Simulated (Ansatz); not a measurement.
## Random displacements in InSe

These are results of DFT PBEsol, scalar-relativistic, plane waves, PAW in Ansatz 0.2.0, not measurements. Settings: plane waves to 420 eV, k-mesh 12×12×12 (Γ-centred), Gaussian smearing 0.03 eV. No spin polarisation. Energies are free energies at this smearing, counted from the undisturbed cell; pressure is positive in compression.

Zero of the scan (as given, not relaxed at this level):

```yaml
crystal:
  lattice:
    - [2.00000, 1.15470, 8.31667]
    - [-2.00000, 1.15470, 8.31667]
    - [0.00000, -2.30940, 8.31667]
  atoms:
    - { symbol: In, position: [0.00000, 0.00000, 0.00000] }
    - { symbol: In, position: [0.11220, 0.11220, 0.11220] }
    - { symbol: Se, position: [0.61550, 0.61550, 0.61550] }
    - { symbol: Se, position: [0.83000, 0.83000, 0.83000] }
```

The cell holds layers and no dispersion correction was added, so their binding is poorly described.

After a displacement of all atoms with no net shift, the run gives ΔE = 205.8 meV/atom; stress (xx, yy, zz, yz, xz, xy; compression positive) (6.79, 1.73, 1.10, -3.04, 4.91, -4.65) GPa; gap on the mesh 0.05 eV.

| atom | Fx (eV/Å) | Fy | Fz |
| --- | --- | --- | --- |
| In1 | 3.322 | -2.044 | 2.851 |
| In2 | 0.728 | 0.110 | -0.798 |
| Se3 | -3.471 | 1.998 | -2.066 |
| Se4 | -0.579 | -0.064 | 0.012 |

Q: Which displacements (Å, in the unstrained cell) and strain were applied?

A:
```csv
atom,ux,uy,uz
In1,-0.06,0.17,-0.11
In2,-0.16,-0.06,0.06
Se3,0.24,-0.08,-0.01
Se4,-0.02,-0.02,0.07
```
The cell is not strained.

Cost: 1 run of about 3.8 core-minutes, on Arm Neoverse V2 (shared hosts).